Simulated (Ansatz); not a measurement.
Infrared modes and screening in CdSe (F-43m)

Perturbation theory with PBEsol in the PAW code Ansatz on the PBEsol cell, ground state and force constants on a 6×6×6 mesh. No spin polarisation and no zero-point or thermal motion.

It is cubic, F-43m (No. 216); conventional cell a = 6.082 Å, 28.13 Å³ an atom. Cd has 4 Se at 2.63 Å; Se has 4 Cd at 2.63 Å.

```cif
data_structure
_symmetry_space_group_name_H-M 'P 1'
_symmetry_Int_Tables_number 1
_cell_length_a 4.3008
_cell_length_b 4.3008
_cell_length_c 4.3008
_cell_angle_alpha 60.000
_cell_angle_beta 60.000
_cell_angle_gamma 60.000
_cell_volume 56.25
loop_
_atom_site_label
_atom_site_type_symbol
_atom_site_fract_x
_atom_site_fract_y
_atom_site_fract_z
_atom_site_occupancy
Cd1 Cd 0.00000 0.00000 0.00000 1
Se1 Se 0.75000 0.75000 0.75000 1
```

Optical modes without the longitudinal term:

| ω (cm⁻¹) | degeneracy | IR intensity, summed over the level ((D/Å)²/amu) |
| --- | --- | --- |
| 166 | 3 | 7.50 |

The optical mode at Γ lies at 166 cm⁻¹ without the longitudinal term. With the long-range field the highest mode reaches 198 cm⁻¹. The program warns that the force constants, and all that is formed from them, aren't settled on this k mesh.

ε∞: 8.25 in all directions. With the ions relaxed, ε⁰ is 11.7 in all directions. Born charges, averaged over directions: Cd +2.24, Se -2.24 e.

With one polar mode in a cubic crystal the Lyddane-Sachs-Teller relation applies: (ω_LO/ω_TO)² = (198.0/166.5)² = 1.415, and ε⁰/ε∞ = 11.673/8.251 = 1.415. The refractive index √ε∞ is 2.87.

For comparison, on the r2SCAN cell the mean ε∞ is 6.57 with r2SCAN (ground state on 6×6×6; least gap 1.04 eV), 7.90 with PBE (ground state on 6×6×6; least gap 0.56 eV).

Spin-orbit coupling is left out.
